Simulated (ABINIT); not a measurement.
The system is Al.

```
Al
1.0
     0.00000    2.02481    2.02481
     2.02481    0.00000    2.02481
     2.02481    2.02481    0.00000
Al
1
Direct
  0.00000 0.00000 0.00000
```

Base run:

```yaml
Program: ABINIT 10.8.3 (patched build)
Functional: HLE16
Potentials_or_basis: JTH PAW PBE v2.0
Cutoff: 544 eV
k_mesh: 11 × 11 × 11
Occupations: fermi-dirac, width 0.05 eV
Spin: no spin polarisation
```

Its results: band gap on the k mesh none (metal or under the smearing width); pressure -26.3 GPa.

Question: After a change of settings the same cell gave: band gap on the k mesh none (metal or under the smearing width); pressure -0.4 GPa. Which change was it?
A. functional from HLE16 to LDA; potentials or basis from JTH PAW PBE v2.0 to PseudoDojo NC SR LDA v0.4.1 standard; cutoff from 544 eV to 599 eV
B. functional from HLE16 to HCTH407
C. functional from HLE16 to r2SCAN; potentials or basis from JTH PAW PBE v2.0 to PseudoDojo NC SR PBE v0.4 stringent; cutoff from 544 eV to 653 eV
D. functional from HLE16 to rPW86PBE

Answer: D.

Caveats: the potentials were made for a functional far from this one (some runs); so large a pressure means that the cell lies far from this level's equilibrium, or that cutoff or potentials fall short (some runs); the potentials were made for another functional, which shifts forces and pressure (some runs); the PAW data sets were made with another functional, which shifts forces and pressure a little (some runs).
